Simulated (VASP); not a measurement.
# KCl (Fm-3m) in VASP: a series of runs, part 2 of 2

VASP 6.6.1.

**5. Relaxation of cell and atoms, PBEsol+D3(BJ), target pressure 0.0001 GPa, at which the enthalpy is minimised**

This run uses another cell than the first one, of 28.86 Å³/atom, 1.050 times its volume.

Input file INCAR:

```
PREC = Accurate
ENCUT = 520
EDIFF = 1E-7
ISMEAR = 0
SIGMA = 0.1
LREAL = F
LASPH = T
NELM = 60
ALGO = Normal
ISIF = 3
LWAVE = F
LCHARG = F
GGA = PS
IVDW = 12
IBRION = 2
NSW = 80
EDIFFG = -0.002
PSTRESS = 0.001
```

Input file KPOINTS:

```
Automatic mesh
0
Gamma
  12 12 12
```

Input file POSCAR:

```
KCl                                     
1.0
    0.0000000000      3.0672246049      3.0672246049
    3.0672246049     -0.0000000000      3.0672246049
    3.0672246049      3.0672246049      0.0000000000
  K               Cl            
     1     1
Direct
     0.0000000000000000    0.0000000000000000    0.0000000000000000
     0.5000000000000000    0.5000000000000000    0.5000000000000000
```

Potentials or basis: VASP PAW PBE potentials, release 64 (K_sv, Cl).

On the command line:

```
> cat potpaw_PBE.64/K_sv/POTCAR potpaw_PBE.64/Cl/POTCAR > POTCAR
> mpirun -np 1 vasp_std > vasp.out
```

OUTCAR:

```text
PREC = Accurate
   ENCUT = 520
   EDIFF = 1E-7
   ISMEAR = 0
   LREAL = F
   LASPH = T
   NELM = 60
   ISIF = 3
   GGA = PS
   IVDW = 12
   IBRION = 2
   NSW = 80
   EDIFFG = -0.002
   PSTRESS = 0.001
 IVDW          = 12

 ion  position               nearest neighbor table
   1  0.000  0.000  0.000-   2 3.07   2 3.07   2 3.07   2 3.07   2 3.07   2 3.07
   2  0.500  0.500  0.500-   1 3.07   1 3.07   1 3.07   1 3.07   1 3.07   1 3.07

  LATTYP: Found a face centered cubic cell.
 ALAT       =     6.1344492098

  Lattice vectors:

 A1 = (   0.0000000000,   3.0672246049,   3.0672246049)
 A2 = (   3.0672246049,   0.0000000000,   3.0672246049)
 A3 = (   3.0672246049,   3.0672246049,   0.0000000000)

Analysis of symmetry for initial positions (statically):
=====================================================================
 Subroutine PRICEL returns:
 Original cell was already a primitive cell.

 Routine SETGRP: Setting up the symmetry group for a
 face centered cubic supercell.

 Subroutine GETGRP returns: Found 48 space group operations
 (whereof 48 operations were pure point group operations)
 out of a pool of 48 trial point group operations.

The static configuration has the point symmetry O_h .

Analysis of symmetry for dynamics (positions and initial velocities):
=====================================================================
 Subroutine PRICEL returns:
 Original cell was already a primitive cell.

 Routine SETGRP: Setting up the symmetry group for a
 face centered cubic supercell.

 Subroutine GETGRP returns: Found 48 space group operations
 (whereof 48 operations were pure point group operations)
 out of a pool of 48 trial point group operations.

The dynamic configuration has the point symmetry O_h .

 Subroutine INISYM returns: Found 48 space group operations
 (whereof 48 operations are pure point group operations),
 and found     1 'primitive' translations

----------------------------------------------------------------------------------------

                                     Primitive cell

  volume of cell :      57.7121

  direct lattice vectors                    reciprocal lattice vectors
     0.000000000  3.067224605  3.067224605    -0.163013820  0.163013820  0.163013820
     3.067224605  0.000000000  3.067224605     0.163013820 -0.163013820  0.163013820
     3.067224605  3.067224605  0.000000000     0.163013820  0.163013820 -0.163013820

  length of vectors
     4.337710635  4.337710635  4.337710635     0.282348219  0.282348219  0.282348219

  position of ions in fractional coordinates (direct lattice)
     0.000000000  0.000000000  0.000000000
     0.500000000  0.500000000  0.500000000

  ion indices of the primitive-cell ions
   primitive index   ion index
                 1           1
                 2           2

----------------------------------------------------------------------------------------

 KPOINTS: Automatic mesh

Automatic generation of k-mesh.
 Grid dimensions read from file:
 generate k-points for:   12   12   12

 Generating k-lattice:

  Cartesian coordinates                     Fractional coordinates (reciprocal lattice)
    -0.013584485  0.013584485  0.013584485     0.083333333  0.000000000  0.000000000
[... 43 lines left out ...]
   total plane-waves  NPLWV =  32768
   dimension x,y,z NGX =    32 NGY =   32 NGZ =   32
   dimension x,y,z NGXF=    64 NGYF=   64 NGZF=   64
   ions per type =               1   1
   NGX,Y,Z   is equivalent  to a cutoff of  12.26, 12.26, 12.26 a.u.
   NGXF,Y,Z  is equivalent  to a cutoff of  24.53, 24.53, 24.53 a.u.
 SYSTEM =  unknown system
   PREC   = accura    normal or accurate (medium, high low for compatibility)
   ISTART =      0    job   : 0-new  1-cont  2-samecut
   ICHARG =      2    charge: 1-file 2-atom 10-const
   ISPIN  =      1    spin polarized calculation?
   LNONCOLLINEAR =      F non collinear calculations
   LSORBIT =      F    spin-orbit coupling
   LASPH  =      T    aspherical Exc in radial PAW
   ENCUT  =  520.0 eV  38.22 Ry    6.18 a.u.   8.07  8.07  8.07*2*pi/ulx,y,z
   NELM   =     60;   NELMIN=  2; NELMDL= -5     # of ELM steps
   EDIFF  = 0.1E-06   stopping-criterion for ELM
   LREAL  =      F    real-space projection
   EDIFFG = -.2E-02   stopping-criterion for IOM
   NSW    =     80    number of steps for IOM
   IBRION =      2    ionic relax: 0-MD 1-quasi-New 2-CG
   NFREE  =      1    steps in history (QN), initial steepest desc. (CG)
   ISIF   =      3    stress and relaxation
   ISYM   =      2    0-nonsym 1-usesym 2-fastsym
   POTIM  = 0.5000    time-step for ionic-motion
   TEBEG  =    0.0;   TEEND  =   0.0 temperature during run
   PSTRESS=    0.0 pullay stress
   NELECT =      16.0000    total number of electrons
   NUPDOWN=      -1.0000    fix difference up-down
   EMIN   =  10.00;   EMAX   =-10.00  energy-range for DOS
   EFERMI =   0.00;   METHOD = LEGACY
   ISMEAR =     0;   SIGMA  =   0.10  broadening in eV -4-tet -1-fermi 0-gaus
   EFERMI_NEDOS =   21; number of points for ismear=-14 and -15
   IALGO  =     38    algorithm
   IMIX   =      4    mixing-type and parameters
     AMIX     =   0.40;   BMIX     =  1.00
     AMIX_MAG =   1.60;   BMIX_MAG =  1.00
  volume/ion in A,a.u.               =      28.86       194.73
  Fermi-wavevector in a.u.,A,eV,Ry     =   1.067479  2.017242 15.503987  1.139511
  Thomas-Fermi vector in A             =   2.203096
   LORBIT       =      0    0 simple, 1 ext, 2 COOP (PROOUT), +10 PAW based schemes
   GGA     = PS    functional components
   LHFCALC =     F    Hartree Fock is set to
   AEXX    =    0.0000 exact exchange contribution
   IVDW    =    12    specifies the selected vdW correction
   LEPSILON=     F    determine dielectric tensor
   LRPA    =     F    only Hartree local field effects (RPA)
 conjugate gradient relaxation of ions
 non-spin polarized calculation
 Gauss-broadening in eV      SIGMA  =   0.10
  energy-cutoff  :      520.00
  volume of cell :       57.71
 maximum number of plane-waves:      1588
   NGX = 17   NGY = 17   NGZ = 17

 number of electron      16.0000001 magnetization

 Free energy of the ion-electron system (eV)
  ---------------------------------------------------
  ext. energy  EPLUGINS =         0.00000000
  ---------------------------------------------------
  free energy    TOTEN  =        -7.01087236 eV

  energy without entropy =       -7.01087236  energy(sigma->0) =       -7.01087236

 E-fermi :  -1.1044     XC(G=0):  -8.0562

 val. band max:       -1.5860862654   @ k =   0.0000   0.0000   0.0000
 cond. band min:       3.6897281914   @ k =   0.0000   0.0000   0.0000
 fundamental gap:      5.2758144568
 Fermi energy:        -1.1043504426

 k-point     1 :       0.0000    0.0000    0.0000
  band No.  band energies     occupation
      1     -28.4534      2.00000
      2     -13.7721      2.00000
      3     -11.9817      2.00000
      4     -11.9817      2.00000
      5     -11.9817      2.00000
      6      -1.5861      2.00000
      7      -1.5861      2.00000
      8      -1.5861      2.00000
      9       3.6897      0.00000
     10       6.7253      0.00000
     11       6.7253      0.00000
     12       6.7253      0.00000
[... 331 lines left out ...]
 k-point    24 :      -0.4167    0.1667    0.0000
  band No.  band energies     occupation
      1     -28.4353      2.00000
      2     -13.9265      2.00000
      3     -12.0425      2.00000
      4     -12.0026      2.00000
      5     -11.7651      2.00000
      6      -2.6580      2.00000
      7      -2.0287      2.00000
      8      -1.9829      2.00000
      9       6.2058      0.00000
     10       6.9915      0.00000
     11       8.7600      0.00000
     12       8.9974      0.00000

 [... further k-points ...]

------------------------ aborting loop because EDIFF is reached ----------------------------------------

 Edisp (eV)   -0.40564

 E8    (eV) :    -0.2752

  FORCE on cell =-STRESS in cart. coord.  units (eV):
  Direction    XX          YY          ZZ          XY          YZ          ZX
  --------------------------------------------------------------------------------------
  -------------------------------------------------------------------------------------
  Total       0.00329     0.00329     0.00329    -0.00000     0.00000    -0.00000
  in kB       0.09142     0.09142     0.09142    -0.00000     0.00000    -0.00000
  external pressure =        0.09 kB  Pullay stress =        0.00 kB

 VOLUME and BASIS-vectors are now :
 -----------------------------------------------------------------------------
  energy-cutoff  :      520.00
  volume of cell :       57.71
      direct lattice vectors                 reciprocal lattice vectors
     0.000000000  3.067224605  3.067224605    -0.163013820  0.163013820  0.163013820
     3.067224605  0.000000000  3.067224605     0.163013820 -0.163013820  0.163013820
     3.067224605  3.067224605  0.000000000     0.163013820  0.163013820 -0.163013820

 POSITION                                       TOTAL-FORCE (eV/Angst)
 -----------------------------------------------------------------------------------
      0.00000      0.00000      0.00000        -0.000000      0.000000      0.000000
      3.06722      3.06722      3.06722         0.000000     -0.000000     -0.000000
 -----------------------------------------------------------------------------------
    total drift:                                0.000000     -0.000000     -0.000000

  FREE ENERGIE OF THE ION-ELECTRON SYSTEM (eV)
  ---------------------------------------------------
  free  energy   TOTEN  =        -7.4165093836 eV

  energy  without entropy=       -7.4165093836  energy(sigma->0) =       -7.41650938

  enthalpy is  TOTEN    =        -7.4164733625 eV   P V=        0.0000360210

 reached required accuracy - stopping structural energy minimisation
```

Wall time 20 s (1 thread of Intel Xeon Platinum 8488C (Sapphire Rapids), shared host); peak memory 0.21 GiB.

Results:

```
Free energy                : -7.4165 eV
Pressure after relaxing    : 0.0 GPa
Band gap on the k mesh     : 5.28 eV, direct
Dispersion energy per atom : -0.203 eV
```

Final structure:
```
K Cl
1.0
     0.00000    3.06722    3.06722
     3.06722    0.00000    3.06722
     3.06722    3.06722    0.00000
K Cl
1 1
Cartesian
  0.0000 0.0000 0.0000
  3.0672 3.0672 3.0672
```

Levels at points of the mesh, in eV from the valence-band top:
| k point | band 5 | band 6 | band 7 | band 8 | band 9 | band 10 | band 11 | band 12 |
| --- | --- | --- | --- | --- | --- | --- | --- | --- |
| (0.00, 0.00, 0.00) | -10.40 | 0.00 | 0.00 | 0.00 | 5.28 | 8.31 | 8.31 | 8.31 |
| (0.50, 0.00, 0.00) | -10.11 | -1.23 | -0.40 | -0.40 | 7.63 | 8.78 | 10.72 | 10.72 |
| (0.50, 0.50, 0.00) | -10.47 | -0.73 | -0.24 | -0.24 | 6.31 | 8.57 | 10.32 | 10.35 |

Caveat: the relaxation stopped at its first step, so nothing moved; the cell is relaxed towards a set pressure, so the enthalpy falls and the energy may rise; the PAW data sets were made with another functional, which shifts forces and pressure a little.
